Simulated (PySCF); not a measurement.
## Structure revision by computed shifts

A compound C₆H₈ gives the data below (simulated from a calculation) and was assigned the structure `C1=CCCC=C1`.

13C{1H} NMR (computed): δ 149.9 (CH, 2C), 138.1 (CH, 2C), 52.9 (CH), 15.9 (CH3).

1H NMR (300 MHz, computed): δ 6.67 (m, 2H), 6.66 (m, 2H), 3.18 (m, 1H), 1.17 (d, 3H).

In vacuum, non-relativistic Hamiltonian, averaged over atoms made equivalent by symmetry, fast rotation or ring inversion, single conformer. GIAO PBE0/pcSseg-1 shieldings; structure optimised with GFN2-xTB; PySCF 2.14.

δ = σ(ref) − σ, references computed at the same level: TMS for 1H and 13C.

Q: Compare with the shifts computed for the proposed structure, pairing carbons in order of shift.

A: Atoms are numbered as in `[CH:1]1=[CH:2][CH2:3][CH2:4][CH:5]=[CH:6]1` (H(Xn): hydrogen on atom n).

| atom | computed for proposal | given list | difference |
| --- | --- | --- | --- |
| C2 | 133.7 | 149.9 | -16.2 |
| C5 | 133.7 | 149.9 | -16.2 |
| C1 | 132.0 | 138.1 | -6.1 |
| C6 | 132.0 | 138.1 | -6.1 |
| C3 | 25.7 | 52.9 | -27.2 |
| C4 | 25.7 | 15.9 | +9.8 |

The rms difference is 15.5 ppm and the largest -27.2 ppm at C3 (allylic sp3 CH2). The proposal also would give 3 carbon signals, not 4. The carbon types in order of shift don't match either: CH, CH, CH, CH, CH2, CH2 for the proposal against CH, CH, CH, CH, CH, CH3 in the data. The proposal doesn't fit.

Q: Which isomer fits?

A: SMILES C1(C)C=CC=C1.

- Carbon types of the structure: 5 × CH, 1 × CH3, which accounts for all hydrogens.
- δC 149.9, 138.1: alkene CH; as expected for a trigonal carbon in a double bond.
- δC 52.9: allylic sp3 CH; aliphatic region, no heteroatom directly attached.
- δH 6.67, 6.66: hydrogen on an alkene CH; attached to an sp2 carbon and in the plane of the double bond.
- δH 3.18: hydrogen on an allylic sp3 CH; allylic position.

Other isomers checked: C=C(C)C1=CC1 (rms 19.0 ppm); C=C1CCC1=C (rms 19.4 ppm).

The data come from this structure; uniqueness wasn't tested.

Shifts are as computed. Against solution values, carbons near 30 ppm lie about +3 ppm off and those near 130 ppm about +5 ppm (rms about the fit 2.1 ppm; single classes can miss by 10 ppm). Of 1328 compounds with measured shifts, 309 miss one by over three times the rms of a fit or turn the order of signals round; such compounds aren't used in these exercises. Signals without a measured value on file couldn't be tested in this way; 1H shifts scatter by 0.2 ppm about their fit, and single ones miss by 0.5 ppm. No couplings were computed; multiplicities are counted from neighbouring protons, with m where these are inequivalent, close in shift, in a saturated or five-membered ring or joined by F or P, and br s for small geminal =CH2 splittings.
